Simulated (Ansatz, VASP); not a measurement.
# BaTiO3 in VASP and in Ansatz

```
Ba Ti O
1.0
     3.98424    0.00000    0.00000
     0.00000    3.98424    0.00000
     0.00000    0.00000    4.00237
Ba Ti O
1 1 3
Direct
  0.00000 0.00000 0.00000
  0.50000 0.50000 0.50000
  0.50000 0.50000 0.00000
  0.50000 0.00000 0.50000
  0.00000 0.50000 0.50000
```

Alike in both runs: task relaxation of cell and atoms; functional PBE; k mesh 7 × 7 × 6; occupations fermi-dirac, width 0.0618 eV; no spin polarisation.

```csv
,VASP,Ansatz
version,VASP 6.6.1,Ansatz 0.2.0
potentials or method,"VASP PAW PBE potentials, release 64 (Ba_sv, Ti_sv, O)",PAW plane waves
plane-wave cutoff (eV),600,420
valence electrons in the cell,40,40
```

VASP gave:

```
relaxed volume (Å³/atom)                                     : 13.11
relaxed cell length with the largest relative difference (Å) : 4.040
energy change over the relaxation (meV/atom)                 : -7
```

**Question.** Estimate Ansatz's values.

**Answer.** Relaxed volume (Å³/atom): 12.99; relaxed cell length with the largest relative difference (Å): 4.019; energy change over the relaxation (meV/atom): -3.

 Zero-point motion and thermal expansion aren't in these numbers. A k mesh can miss the band edges.
